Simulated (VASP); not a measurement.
# LiCl (Fm-3m) in VASP: single point with PBE0

Aim: the single point of LiCl with PBE0.

Program: VASP 6.6.1. These are calculated values, not measurements. Logs are shortened: lines on timing, memory, paths and dates and some standing lists are left out, and cuts for length are marked.

### Step 1. The crystal as given

Symmetry: Fm-3m, No. 225, cubic system. The conventional cell has a = 5.062 Å, b = 5.062 Å, c = 5.062 Å, α = 90.00°, β = 90.00°, γ = 90.00°. Li (site symmetry m-3m) is surrounded by 6 Cl at 2.53 Å. Cl (site symmetry m-3m) has 6 Li at 2.53 Å as nearest neighbours.

The cell is a database's computed one.

### Step 2. Single point, PBE0

File POSCAR:

```
LiCl
1.0
    0.0000000000      2.5310500000      2.5310500000
    2.5310500000      0.0000000000      2.5310500000
    2.5310500000      2.5310500000      0.0000000000
Li Cl
1 1
Direct
    0.0000000000      0.0000000000      0.0000000000
    0.5000000000      0.5000000000      0.5000000000
```

File INCAR.step1:

```
SYSTEM = LiCl
  PREC = Accurate
  ENCUT = 520
  EDIFF = 1E-5
  ISMEAR = 0
  SIGMA = 0.02
  LREAL = .FALSE.
  LASPH = .TRUE.
  NELM = 80
  ALGO = Normal
  ISIF = 2
  LWAVE = .TRUE.
  LCHARG = .FALSE.
  NBANDS = 12
  GGA = PE
```

File INCAR.step2:

```
SYSTEM = LiCl
  PREC = Accurate
  ENCUT = 520
  EDIFF = 1E-7
  ISMEAR = 0
  SIGMA = 0.02
  LREAL = .FALSE.
  LASPH = .TRUE.
  NELM = 80
  ALGO = Normal
  ISIF = 2
  LWAVE = .FALSE.
  LCHARG = .FALSE.
  GGA = PE
  LHFCALC = .TRUE.
  AEXX = 0.25
  PRECFOCK = Fast
  NBANDS = 12
  ISTART = 1
```

File KPOINTS:

```
regular mesh
0
G
  6 6 6
  0 0 0
```

Potentials or basis: VASP PAW PBE potentials, release 64 (Li_sv, Cl).

On the command line:

```
cat potpaw_PBE.64/Li_sv/POTCAR potpaw_PBE.64/Cl/POTCAR > POTCAR
cp INCAR.step1 INCAR
mpirun -np 1 vasp_std > vasp.out
cp INCAR.step2 INCAR
mpirun -np 1 vasp_std > vasp.out
```

OUTCAR:

```text
SYSTEM = LiCl
   PREC = Accurate
   ENCUT = 520
   EDIFF = 1E-7
   ISMEAR = 0
   LREAL = .FALSE.
   LASPH = .TRUE.
   NELM = 80
   ISIF = 2
   GGA = PE
   LHFCALC = .TRUE.
   AEXX = 0.25
   PRECFOCK = Fast
   ISTART = 1

 ion  position               nearest neighbor table
   1  0.000  0.000  0.000-   2 2.53   2 2.53   2 2.53   2 2.53   2 2.53   2 2.53
   2  0.500  0.500  0.500-   1 2.53   1 2.53   1 2.53   1 2.53   1 2.53   1 2.53

  LATTYP: Found a face centered cubic cell.
 ALAT       =     5.0621000000

  Lattice vectors:

 A1 = (   0.0000000000,   2.5310500000,   2.5310500000)
 A2 = (   2.5310500000,   0.0000000000,   2.5310500000)
 A3 = (   2.5310500000,   2.5310500000,   0.0000000000)

Analysis of symmetry for initial positions (statically):
=====================================================================
 Subroutine PRICEL returns:
 Original cell was already a primitive cell.

 Routine SETGRP: Setting up the symmetry group for a
 face centered cubic supercell.

 Subroutine GETGRP returns: Found 48 space group operations
 (whereof 48 operations were pure point group operations)
 out of a pool of 48 trial point group operations.

The static configuration has the point symmetry O_h .

Analysis of symmetry for dynamics (positions and initial velocities):
=====================================================================
 Subroutine PRICEL returns:
 Original cell was already a primitive cell.

 Routine SETGRP: Setting up the symmetry group for a
 face centered cubic supercell.

 Subroutine GETGRP returns: Found 48 space group operations
 (whereof 48 operations were pure point group operations)
 out of a pool of 48 trial point group operations.

The dynamic configuration has the point symmetry O_h .

 Subroutine INISYM returns: Found 48 space group operations
 (whereof 48 operations are pure point group operations),
 and found     1 'primitive' translations

----------------------------------------------------------------------------------------

                                     Primitive cell

  volume of cell :      32.4289

  direct lattice vectors                    reciprocal lattice vectors
     0.000000000  2.531050000  2.531050000    -0.197546473  0.197546473  0.197546473
     2.531050000  0.000000000  2.531050000     0.197546473 -0.197546473  0.197546473
     2.531050000  2.531050000  0.000000000     0.197546473  0.197546473 -0.197546473

  length of vectors
     3.579445237  3.579445237  3.579445237     0.342160528  0.342160528  0.342160528

  position of ions in fractional coordinates (direct lattice)
     0.000000000  0.000000000  0.000000000
     0.500000000  0.500000000  0.500000000

  ion indices of the primitive-cell ions
   primitive index   ion index
                 1           1
                 2           2

----------------------------------------------------------------------------------------

 KPOINTS: regular mesh

Automatic generation of k-mesh.
 Grid dimensions read from file:
 generate k-points for:    6    6    6

 Generating k-lattice:

  Cartesian coordinates                     Fractional coordinates (reciprocal lattice)
    -0.032924412  0.032924412  0.032924412     0.166666667  0.000000000  0.000000000
     0.032924412 -0.032924412  0.032924412     0.000000000  0.166666667  0.000000000
     0.032924412  0.032924412 -0.032924412     0.000000000  0.000000000  0.166666667

  Length of vectors
     0.057026755  0.057026755  0.057026755

  Shift w.r.t. Gamma in fractional coordinates (k-lattice)
     0.000000000  0.000000000  0.000000000

 Subroutine IBZKPT returns following result:
 ===========================================

 Found     16 irreducible k-points:

 Following reciprocal coordinates:
            Coordinates               Weight
  0.000000  0.000000  0.000000      1.000000
  0.166667  0.000000  0.000000      8.000000
  0.333333  0.000000  0.000000      8.000000
  0.500000  0.000000  0.000000      4.000000
  0.166667  0.166667  0.000000      6.000000
  0.333333  0.166667  0.000000     24.000000
[... 8 lines left out ...]
 -0.333333  0.333333  0.166667     24.000000
 -0.333333  0.500000  0.166667     12.000000
   k-points           NKPTS =     16   k-points in BZ     NKDIM =    216   number of bands    NBANDS=     12
   number of dos      NEDOS =    301   number of ions     NIONS =      2
   total plane-waves  NPLWV =  21952
   dimension x,y,z NGX =    28 NGY =   28 NGZ =   28
   dimension x,y,z NGXF=    56 NGYF=   56 NGZF=   56
   ions per type =               1   1
   NGX,Y,Z   is equivalent  to a cutoff of  13.00, 13.00, 13.00 a.u.
   NGXF,Y,Z  is equivalent  to a cutoff of  26.01, 26.01, 26.01 a.u.
 SYSTEM =  LiCl
   PREC   = accura    normal or accurate (medium, high low for compatibility)
   ISTART =      1    job   : 0-new  1-cont  2-samecut
   ICHARG =      0    charge: 1-file 2-atom 10-const
   ISPIN  =      1    spin polarized calculation?
   LNONCOLLINEAR =      F non collinear calculations
   LSORBIT =      F    spin-orbit coupling
   LASPH  =      T    aspherical Exc in radial PAW
   ENCUT  =  520.0 eV  38.22 Ry    6.18 a.u.   6.66  6.66  6.66*2*pi/ulx,y,z
   NELM   =     80;   NELMIN=  2; NELMDL=  0     # of ELM steps
   EDIFF  = 0.1E-06   stopping-criterion for ELM
   LREAL  =      F    real-space projection
   EDIFFG = 0.1E-05   stopping-criterion for IOM
   NSW    =      0    number of steps for IOM
   IBRION =     -1    ionic relax: 0-MD 1-quasi-New 2-CG
   NFREE  =      0    steps in history (QN), initial steepest desc. (CG)
   ISIF   =      2    stress and relaxation
   ISYM   =      3    0-nonsym 1-usesym 2-fastsym
   POTIM  = 0.5000    time-step for ionic-motion
   TEBEG  =    0.0;   TEEND  =   0.0 temperature during run
   PSTRESS=    0.0 pullay stress
   NELECT =      10.0000    total number of electrons
   NUPDOWN=      -1.0000    fix difference up-down
   EMIN   =  10.00;   EMAX   =-10.00  energy-range for DOS
   EFERMI =   0.00;   METHOD = LEGACY
   ISMEAR =     0;   SIGMA  =   0.02  broadening in eV -4-tet -1-fermi 0-gaus
   EFERMI_NEDOS =   21; number of points for ismear=-14 and -15
   IALGO  =     38    algorithm
   IMIX   =      1    mixing-type and parameters
     AMIX     =   0.40;   BMIX     =  1.00
     AMIX_MAG =   1.60;   BMIX_MAG =  1.00
  volume/ion in A,a.u.               =      16.21       109.42
  Fermi-wavevector in a.u.,A,eV,Ry     =   1.106023  2.090080 16.643825  1.223287
  Thomas-Fermi vector in A             =   2.242518
   LORBIT       =      0    0 simple, 1 ext, 2 COOP (PROOUT), +10 PAW based schemes
   GGA     = PE    functional components
   LHFCALC =     T    Hartree Fock is set to
   PRECFOCK=fast      Normal, Fast or Accurate (Low or Medium for compatibility)
   ENCUT4O =  -1.0   cutoff for four orbital integrals eV
   NKREDX  =     1    reduce k-point grid by
   NKREDY  =     1    reduce k-point grid by
   NKREDZ  =     1    reduce k-point grid by
   AEXX    =    0.2500 exact exchange contribution
   HFSCREEN=    0.0000 screening length (either q_TF or 0.3 A-1)
   HFSCREENC=   0.0000 screening length for correlation (either q_TF or 0.3 A-1)
   ENCUTFOCK=  -1.0 apply spherical cutoff to Coloumb kernel
   IVDW    =     0    specifies the selected vdW correction
   LEPSILON=     F    determine dielectric tensor
   LRPA    =     F    only Hartree local field effects (RPA)
 non-spin polarized calculation
 Gauss-broadening in eV      SIGMA  =   0.02
  energy-cutoff  :      520.00
  volume of cell :       32.43
 maximum number of plane-waves:       893
 NGX is ok and might be reduce to    28
  NGX = 16; NGY = 16; NGZ = 16

 number of electron       9.9999996 magnetization

 Free energy of the ion-electron system (eV)
  ---------------------------------------------------
  ext. energy  EPLUGINS =         0.00000000
  ---------------------------------------------------
  free energy    TOTEN  =        -8.98337533 eV

  energy without entropy =       -8.98337533  energy(sigma->0) =       -8.98337533

 E-fermi :  -0.3935     XC(G=0):  -7.0241

 val. band max:       -0.4783957411   @ k =   0.0000   0.0000   0.0000
 cond. band min:       8.2305463940   @ k =   0.0000   0.0000   0.0000
 fundamental gap:      8.7089421352
 Fermi energy:        -0.3934990729

 k-point     1 :       0.0000    0.0000    0.0000
  band No.  band energies     occupation
      1     -46.7108      2.00000
      2     -15.3332      2.00000
      3      -0.4784      2.00000
      4      -0.4784      2.00000
      5      -0.4784      2.00000
      6       8.2305      0.00000
      7      13.7946      0.00000
      8      13.7946      0.00000
      9      13.7946      0.00000
     10      16.7661      0.00000
     11      16.7749      0.00000
     12      16.7749      0.00000

 k-point     2 :       0.1667    0.0000    0.0000
  band No.  band energies     occupation
      1     -46.7099      2.00000
      2     -15.1773      2.00000
      3      -1.4567      2.00000
      4      -0.5602      2.00000
      5      -0.5602      2.00000
      6       8.9340      0.00000
      7      12.7818      0.00000
      8      13.4288      0.00000
      9      13.4288      0.00000
     10      15.2026      0.00000
     11      15.2026      0.00000
     12      17.3906      0.00000

 k-point     3 :       0.3333    0.0000    0.0000
  band No.  band energies     occupation
      1     -46.7080      2.00000
      2     -14.8359      2.00000
      3      -3.0420      2.00000
      4      -0.7112      2.00000
      5      -0.7112      2.00000
      6       8.7972      0.00000
      7      11.8876      0.00000
      8      11.8877      0.00000
      9      13.9358      0.00000
     10      17.2353      0.00000
     11      17.2353      0.00000
     12      18.2206      0.00000
[... 166 lines left out ...]
 k-point    15 :      -0.3333    0.3333    0.1667
  band No.  band energies     occupation
      1     -46.7060      2.00000
      2     -14.4353      2.00000
      3      -3.2177      2.00000
      4      -2.4799      2.00000
      5      -1.3896      2.00000
      6      10.7519      0.00000
      7      11.2219      0.00000
      8      12.9593      0.00000
      9      13.2355      0.00000
     10      17.4102      0.00000
     11      18.3856      0.00000
     12      20.9349      0.00000

 k-point    16 :      -0.3333    0.5000    0.1667
  band No.  band energies     occupation
      1     -46.7056      2.00000
      2     -14.3576      2.00000
      3      -3.4044      2.00000
      4      -2.3947      2.00000
      5      -1.7200      2.00000
      6      10.6073      0.00000
      7      11.1308      0.00000
      8      13.4224      0.00000
      9      13.5657      0.00000
     10      17.2832      0.00000
     11      19.6082      0.00000
     12      21.1634      0.00000

------------------------ aborting loop because EDIFF is reached ----------------------------------------

  FORCE on cell =-STRESS in cart. coord.  units (eV):
  Direction    XX          YY          ZZ          XY          YZ          ZX
  --------------------------------------------------------------------------------------
  -------------------------------------------------------------------------------------
  Total        0.1824312      0.1824312      0.1824312      0.0000000      0.0000000      0.0000000
  in kB        9.0131712      9.0131712      9.0131712      0.0000000      0.0000000      0.0000000
  external PRESSURE =       9.0131712 kB  Pullay stress =       0.0000000 kB

 VOLUME and BASIS-vectors are now :
 -----------------------------------------------------------------------------
  energy-cutoff  :      520.00
  volume of cell :       32.43
      direct lattice vectors                 reciprocal lattice vectors
     0.000000000  2.531050000  2.531050000    -0.197546473  0.197546473  0.197546473
     2.531050000  0.000000000  2.531050000     0.197546473 -0.197546473  0.197546473
     2.531050000  2.531050000  0.000000000     0.197546473  0.197546473 -0.197546473

 POSITION                                       TOTAL-FORCE (eV/Angst)
 -----------------------------------------------------------------------------------
      0.00000      0.00000      0.00000         0.000000      0.000000      0.000000
      2.53105      2.53105      2.53105         0.000000      0.000000     -0.000000
 -----------------------------------------------------------------------------------
    total drift:                                0.000000      0.000000      0.000000

  FREE ENERGIE OF THE ION-ELECTRON SYSTEM (eV)
  ---------------------------------------------------
  free  energy   TOTEN  =        -8.9833753314 eV

  energy  without entropy=       -8.9833753314  energy(sigma->0) =       -8.98337533
```

It took 86 s on 1 thread of Intel Xeon 6975P-C (Granite Rapids), shared host; peak memory 0.16 GiB.

What came out:

```yaml
Free_energy: -8.9834 eV
Band_gap_on_the_k_mesh: 8.71 eV, direct
```

Caveat: the cutoff is under 1.25 times the usual one of these potentials, so pressure, stress and relaxed cells hold a basis-set (Pulay) error; the PAW data sets were made with another functional, which shifts forces and pressure a little.
